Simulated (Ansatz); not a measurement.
Runs of Ansatz 0.2.0 on NiO. It takes space group Fm-3m (No. 225, cubic). The conventional cell has a = 4.172 Å, b = 4.172 Å, c = 4.172 Å, α = 90.00°, β = 90.00°, γ = 90.00°. Ni (site symmetry m-3m) is surrounded by 6 O at 2.09 Å. O (site symmetry m-3m) is surrounded by 6 Ni at 2.09 Å. 

| task | level | cell | cutoff (eV) | points for each segment of the path | gap on the mesh (eV) | pressure (GPa) | moment (μB) | relaxed volume (Å³/atom) |
| --- | --- | --- | --- | --- | --- | --- | --- | --- |
| band structure | HF | as given | 420 | 4 | 13.62 | 14.1 | 2.00 | - |
| band structure | HSEsol | as given | 420 | 4 | (b) | -3.8 | 2.00 | - |
| band structure | r2SCAN50 | as given | 500 | 4 | 7.56 | (a) | 2.00 | - |
| relaxation of cell and atoms | HF | relaxed | 420 | - | 13.05 | 0.0 | 2.00 | 9.66 |
| relaxation of cell and atoms | HSEsol | relaxed | 420 | - | 2.76 | 0.0 | 2.00 | (c) |

Alike in all rows: potentials or basis Ansatz PAW; spin collinear, ferromagnetic start; k mesh 6 × 6 × 6; smearing fermi-dirac 0.05 eV; the mesh is coarse, so values aren't converged.

**Question.** Estimate the missing entries.

**Answer.** (a) -1.9; (b) 2.82; (c) 8.92.

Caveats: all runs use coarse meshes; the magnetic or orbital state may not be the lowest; a cell with one magnetic atom can't hold antiferromagnetic order, which such compounds often take; the PAW data sets come from PBE, with cores solved anew for the run's functional, which leaves a small shift of forces and pressure; the thresholds are loose for stress (some runs); the plane-wave basis is chosen anew once the cell has moved, so the energies of steps on either side of that aren't comparable (some runs).

A k mesh can miss the band edges.
